**Energy-loss function of GaAs: valence plasmon against the free-electron estimate**

The table holds the loss function −Im(1/ε) of zinc-blende GaAs from 0 to about 30 eV in the optical limit, from Yambo linear response with an LRC kernel (α = −0.5, damping 0.1 eV) on uncorrected LDA bands, 8×8×8 mesh, no spin-orbit coupling. The program compares the peak position with the parameter-free plasmon energy ħ√(ne²/ε0m) for 8, 18 and 28 electrons per cell, and works out bounds on |ε|, the width, the asymmetry, the f-sum weight and the side maxima. Eight s/p electrons give 15.62 eV against the computed maximum of 15.68 eV, while counting 3d shells overshoots by about 50% or more. The width of about 3.9 eV is twenty times twice the damping, and the integrated weight corresponds to about 7 to 8 electrons. A head-only LRC formula gives −32.9 for the static dielectric constant against −31.8 in the run, which marks the negative value as an artefact; the side maxima are listed but not assigned.

Energy-loss function of GaAs from Yambo 5.3.0: linear response in the optical limit with a long-range-corrected kernel (α = −0.5), on Quantum ESPRESSO LDA states without quasiparticle correction or spin-orbit coupling. Field along z, 8×8×8 k-mesh, 29 bands in the sums, broadening 0.1 eV, PseudoDojo 0.4.1 SR LDA standard potentials.

## Script

```python
# Table: energy-loss function -Im(1/eps) of zinc-blende GaAs versus energy (eV), optical limit, Yambo linear
# response with LRC kernel on LDA bands (no spin-orbit, 8x8x8 mesh). Tested: peak position against the
# free-electron plasmon energy; also bounds on eps, width, asymmetry, integrated weight and side bumps.
T = {
    'row': [1, 2, 3, 4, 5, 6, 7, 8, 9, 10, 11, 12, 13, 14, 15, 16, 17, 18, 19, 20, 21, 22, 23, 24, 25, 26, 27, 28, 29, 30],
    'loss_function': [0.003, 0.028, 0.024, 0.065, 0.035, 0.178, 0.062, 0.121, 0.332, 0.259, 0.251, 0.878, 0.491, 1.506, 1.571, 3.174, 2.297, 1.773, 1.553, 1.004, 1.086, 0.899, 0.488, 0.583, 0.525, 0.431, 0.283, 0.307, 0.399, 0.37],
    'loss_energy': [0.0, 1.055, 1.96, 3.015, 4.07, 5.126, 6.03, 7.085, 8.141, 9.196, 10.1, 11.16, 12.21, 13.27, 14.17, 15.23, 16.28, 17.34, 18.24, 19.3, 20.35, 21.41, 22.31, 23.37, 24.42, 25.48, 26.38, 27.44, 28.49, 29.55],  # eV
}
import numpy as np
from scipy import constants as c
r = np.array([int(x) for x in T['row']])
E = np.array(T['loss_energy'], float); L = np.array(T['loss_function'], float)
# further outputs of the same run (typed from the run record, less vetted than the table)
cell = np.array([[0, 2.827, 2.827], [2.827, 0, 2.827], [2.827, 2.827, 0]])
peak, eabs, habs, gap = 15.67839, 1.507538, 78.47017, 0.27954
eps0, eps0i, alpha, damp, emax, nstep, nb, nel = -31.81699, 98.4695, 0.5, 0.1, 30.0, 200, 29, 28
V = abs(np.linalg.det(cell))
def wp(n): return c.hbar*np.sqrt(n/(V*1e-30)*c.e**2/(c.epsilon_0*c.m_e))/c.e
def integ(x, y): return float(np.sum(0.5*(y[1:]+y[:-1])*np.diff(x)))
def neff(x, y): return integ(x, x*y)/(0.5*np.pi*wp(1)**2)
step = emax/(nstep-1); k = int(np.argmax(L)); dE = np.diff(E).mean()
print(f"cell volume {V:.2f} A^3; bands in sums {nb}: {nel//2} filled, {nb-nel//2} empty")
print(f"full grid step {step:.3f} eV; mean row spacing {dE:.2f} eV = {dE/step:.1f} steps = {dE/damp:.0f} x damping")
print("rounding of loss values: 0.0005")
print(f"largest row {r[k]}: L {L[k]:.3f} at {E[k]:.2f} eV; full-grid peak {peak:.2f} eV, {peak-E[k]:.2f} eV higher")
print("free-electron plasmon energy:")
for n, lab in ((8, "s/p only"), (18, "plus one 3d shell"), (28, "plus both 3d shells")):
    w = wp(n); j = int(np.argmin(abs(E-w)))
    print(f"  {n} e ({lab}): {w:.2f} eV, {100*(w/peak-1):+.1f}% from peak; nearest row {r[j]} L {L[j]:.3f}")
a = alpha/(4*np.pi); x = eps0i-1; head = 1+x/(1-a*x)
print(f"LRC: alpha/4pi = {100*a:.1f}%; free-electron plasmon shift {100*(np.sqrt(1-a)-1):.1f}% = {wp(8)*(np.sqrt(1-a)-1):.2f} eV")
print(f"static eps: independent {eps0i:.1f}, sign flips above {1+1/a:.1f}, head-only LRC {head:.1f}, run {eps0:.1f}")
print(f"static 1/eps: run {1/eps0:.3f}, independent {1/eps0i:.3f}")
print(f"absorption peak {eabs:.2f} eV = {eabs/gap:.1f} x gap; bound there L <= 1/eps2 = {1/habs:.4f}")
print(f"neighbouring rows 2, 3: L {L[1]:.3f}, {L[2]:.3f}; largest row / these: {L[k]/L[1]:.0f}, {L[k]/L[2]:.0f}")
m = L > 1
print(f"rows with L > 1 (so |eps| < 1): {r[m][0]} to {r[m][-1]}, {E[m][0]:.2f} to {E[m][-1]:.2f} eV, count {m.sum()}")
print(f"bound at row {r[k]}: |eps| <= 1/L = {1/L[k]:.3f}")
h = L[k]/2; i = k; j = k
while L[i] > h: i -= 1
while L[j] > h: j += 1
lo = np.interp(h, [L[i], L[i+1]], [E[i], E[i+1]]); hi = np.interp(h, [L[j], L[j-1]], [E[j], E[j-1]])
print(f"half of largest row crossed at {lo:.1f} and {hi:.1f} eV; width {hi-lo:.1f} eV = {(hi-lo)/(2*damp):.0f} x twice the damping")
print("asymmetry about the full-grid peak (interpolated L):")
for d in (3, 5, 8, 12):
    b, u = np.interp(peak-d, E, L), np.interp(peak+d, E, L)
    print(f"  {d} eV below {b:.2f}, above {u:.2f}, ratio above/below {u/b:.1f}")
N = neff(E, L)
print(f"electrons per cell from integral of E*L up to {E[-1]:.2f} eV: {N:.1f}")
print(f"  odd rows only (to {E[0::2][-1]:.1f} eV) {neff(E[0::2], L[0::2]):.1f}; even rows only {neff(E[1::2], L[1::2]):.1f}")
for i0, i1 in ((0, 10), (10, 20), (20, 29)):
    n = neff(E[i0:i1+1], L[i0:i1+1])
    print(f"  {E[i0]:.1f} to {E[i1]:.1f} eV: {n:.2f} electrons, {100*n/N:.0f}%")
print("side maxima: row, energy, L, excess over mean of neighbours")
nbr = 0.5*(L[:-2]+L[2:]); ex = L[1:-1]-nbr
for q in range(1, len(L)-1):
    if L[q] > L[q-1] and L[q] > L[q+1] and q != k:
        print(f"  row {r[q]}: {E[q]:.2f} eV, L {L[q]:.3f}, excess {ex[q-1]:.3f} ({100*ex[q-1]/nbr[q-1]:.0f}%)")
print(f"shoulder: rise row 13-14 {L[13]-L[12]:.3f}, row 14-15 {L[14]-L[13]:.3f}, row 15-16 {L[15]-L[14]:.3f}")
rel = abs(ex)/nbr
print(f"mean relative zigzag: rows 3-14 {100*rel[1:13].mean():.0f}%, rows 18-29 {100*rel[16:28].mean():.0f}%")
print(f"tail rows 23-30: L from {L[22:].min():.3f} to {L[22:].max():.3f}; rows 1-8: at most {L[:8].max():.3f}")
assert E[k] < peak < E[k+1]
assert abs(wp(8)/peak-1) < 0.05 < abs(wp(18)/peak-1)
assert head < 0 and eps0 < 0 < eps0i
assert 6 < N < 10 and hi-lo > 20*damp
```

It prints:

```
cell volume 45.19 A^3; bands in sums 29: 14 filled, 15 empty
full grid step 0.151 eV; mean row spacing 1.02 eV = 6.8 steps = 10 x damping
rounding of loss values: 0.0005
largest row 16: L 3.174 at 15.23 eV; full-grid peak 15.68 eV, 0.45 eV higher
free-electron plasmon energy:
  8 e (s/p only): 15.62 eV, -0.3% from peak; nearest row 16 L 3.174
  18 e (plus one 3d shell): 23.44 eV, +49.5% from peak; nearest row 24 L 0.583
  28 e (plus both 3d shells): 29.23 eV, +86.4% from peak; nearest row 30 L 0.370
LRC: alpha/4pi = 4.0%; free-electron plasmon shift -2.0% = -0.31 eV
static eps: independent 98.5, sign flips above 26.1, head-only LRC -32.9, run -31.8
static 1/eps: run -0.031, independent 0.010
absorption peak 1.51 eV = 5.4 x gap; bound there L <= 1/eps2 = 0.0127
neighbouring rows 2, 3: L 0.028, 0.024; largest row / these: 113, 132
rows with L > 1 (so |eps| < 1): 14 to 21, 13.27 to 20.35 eV, count 8
bound at row 16: |eps| <= 1/L = 0.315
half of largest row crossed at 14.2 and 18.1 eV; width 3.9 eV = 20 x twice the damping
asymmetry about the full-grid peak (interpolated L):
  3 eV below 0.94, above 1.33, ratio above/below 1.4
  5 eV below 0.59, above 1.03, ratio above/below 1.7
  8 eV below 0.24, above 0.57, ratio above/below 2.4
  12 eV below 0.05, above 0.33, ratio above/below 7.1
electrons per cell from integral of E*L up to 29.55 eV: 7.6
  odd rows only (to 28.5 eV) 6.7; even rows only 8.1
  0.0 to 10.1 eV: 0.19 electrons, 2%
  10.1 to 20.4 eV: 5.00 electrons, 66%
  20.4 to 29.6 eV: 2.38 electrons, 31%
side maxima: row, energy, L, excess over mean of neighbours
  row 2: 1.05 eV, L 0.028, excess 0.015 (107%)
  row 4: 3.02 eV, L 0.065, excess 0.036 (120%)
  row 6: 5.13 eV, L 0.178, excess 0.130 (267%)
  row 9: 8.14 eV, L 0.332, excess 0.142 (75%)
  row 12: 11.16 eV, L 0.878, excess 0.507 (137%)
  row 21: 20.35 eV, L 1.086, excess 0.135 (14%)
  row 24: 23.37 eV, L 0.583, excess 0.077 (15%)
  row 29: 28.49 eV, L 0.399, excess 0.060 (18%)
shoulder: rise row 13-14 1.015, row 14-15 0.065, row 15-16 1.603
mean relative zigzag: rows 3-14 82%, rows 18-29 15%
tail rows 23-30: L from 0.283 to 0.583; rows 1-8: at most 0.178
```
